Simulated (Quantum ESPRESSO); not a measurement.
Runs of Quantum ESPRESSO 7.5 on TaN. The structure is hexagonal, space group P-6m2 (No. 187). The conventional cell has a = 2.938 Å, b = 2.938 Å, c = 2.883 Å, α = 90.00°, β = 90.00°, γ = 120.00°. Ta (site symmetry -6m2) has 6 N at 2.23 Å as nearest neighbours. N (site symmetry -6m2) has 6 Ta at 2.23 Å as nearest neighbours. 

```csv
level,U,mixing beta,gap on the mesh (eV),pressure (GPa)
PBEsol+U,Ta d U = 5 eV,0.3,none,0.3
PBEsol+U,Ta d U = 1 eV,0.3,none,(b)
PBEsol,-,0.5,none,-4.7
PBEsol+U,Ta d U = 4 eV,0.3,none,(c)
PBEsol+U,Ta d U = 3 eV,0.3,none,-1.9
PBEsol+U,Ta d U = 8 eV,0.3,none,4.5
PBEsol+U,Ta d U = 2 eV,0.3,none,-2.9
PBEsol+U,Ta d U = 6 eV,0.3,none,(a)
```

Alike in all rows: task single point; potentials or basis GBRV 1.5 PBEsol; no spin polarisation; cell as given; k mesh 10 × 10 × 9; cutoff (eV) 762; smearing fermi-dirac 0.05 eV.

Problem. Estimate the missing entries.

Solution. (a) 1.6; (b) -3.9; (c) -0.8.

Caveats: U without spin polarisation on a metal has little footing (some runs).

A k mesh can miss the band edges, and the runs leave out spin-orbit coupling on Ta.

A gap of «none» marks a metal or a gap under the smearing width.
